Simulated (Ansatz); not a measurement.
Input:

GeO$_{2}$:
```yaml
crystal:
  lattice:
    - [4.88953, 0.00000, 0.00000]
    - [-2.44477, 4.23446, 0.00000]
    - [0.00000, 0.00000, 5.61458]
  atoms:
    - { symbol: Ge, position: [0.44588, 0.00000, 0.66667] }
    - { symbol: Ge, position: [0.00000, 0.44588, 0.33333] }
    - { symbol: Ge, position: [0.55412, 0.55412, 0.00000] }
    - { symbol: O, position: [0.39137, 0.31126, 0.75139] }
    - { symbol: O, position: [0.31126, 0.39137, 0.24861] }
    - { symbol: O, position: [0.68874, 0.08011, 0.41806] }
    - { symbol: O, position: [0.60863, 0.91989, 0.91527] }
    - { symbol: O, position: [0.91989, 0.60863, 0.08473] }
    - { symbol: O, position: [0.08011, 0.68874, 0.58194] }
```

This is the LDA-relaxed structure. Tensor components refer to the Cartesian frame of this cell.

### Question
All from plane-wave PAW LDA (Ansatz code), unless another level is named. Estimate the formation energy from the elements (no fitted shifts).

### Answer
-1.69 eV/atom.

### Question
Next, the band gap?

### Answer
3.49 eV (indirect).

### Question
And the smallest direct gap on the standard path?

### Answer
3.54 eV.

### Question
Give the electron effective mass.

### Answer
0.36, 0.40, 0.40 mₑ (principal values).

### Question
And the conduction-band minimum?

### Answer
at Γ.

### Question
What about the valence-band maximum?

### Answer
off the standard path, at k = (0.000, 0.365, 0.094).

Space group P3_221. The LDA relaxation kept the symmetry of its start; phonons on a q-mesh show no instability. The references are the lowest solids computed at this level, not always the standard phases (solids in place of the gases). Scalar-relativistic: spin–orbit coupling is off unless named, which matters more the heavier the elements.

Potentials: the later of the program's two PAW sets.
